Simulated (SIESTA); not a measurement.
Runs of SIESTA 5.4.2 on Ta. The structure is cubic, space group Im-3m (No. 229). Conventional cell: a = 3.303 Å, b = 3.303 Å, c = 3.303 Å, α = 90.00°, β = 90.00°, γ = 90.00°. Ta (site symmetry m-3m) is surrounded by 8 Ta at 2.86 Å. 

```csv
potentials or basis,gap on the mesh (eV),pressure (GPa)
"PseudoDojo 0.4 standard (PBEsol files), SZP (energy shift 0.003 Ry)",none,-3.2
"PseudoDojo 0.4 standard (PBEsol files), TZP (energy shift 0.003 Ry; two zetas on semicore shells)",none,-3.9
"PseudoDojo 0.4 standard (PBEsol files), TZDP (energy shift 0.003 Ry; two zetas on semicore shells)",none,(a)
"PseudoDojo 0.4 standard (PBEsol files), DZP (energy shift 0.003 Ry; two zetas on semicore shells)",none,-3.9
"PseudoDojo 0.4 standard (PBEsol files), SZ (energy shift 0.003 Ry)",none,-22.2
```

Alike in all rows: task band structure; level PBEsol; no spin polarisation; cell as given; k mesh 11 × 11 × 11; smearing fermi-dirac 0.05 eV; grid cutoff 800 Ry; energy shift 0.003 Ry.

Q: Fill in the values left out.

A: (a) -3.4.

Caveats: short orbitals over semicore shells can move pressures by several GPa; spin-orbit coupling is left out, which moves the levels of the heavy elements; the basis of atomic orbitals isn't converged, which shifts pressures, moduli and gaps; the basis has no polarisation orbitals (some runs).

A k mesh can miss the band edges, and the runs leave out spin-orbit coupling on Ta.

A gap of «none» marks a metal or a gap under the smearing width.

Runs at the PBE level aren't shown here.
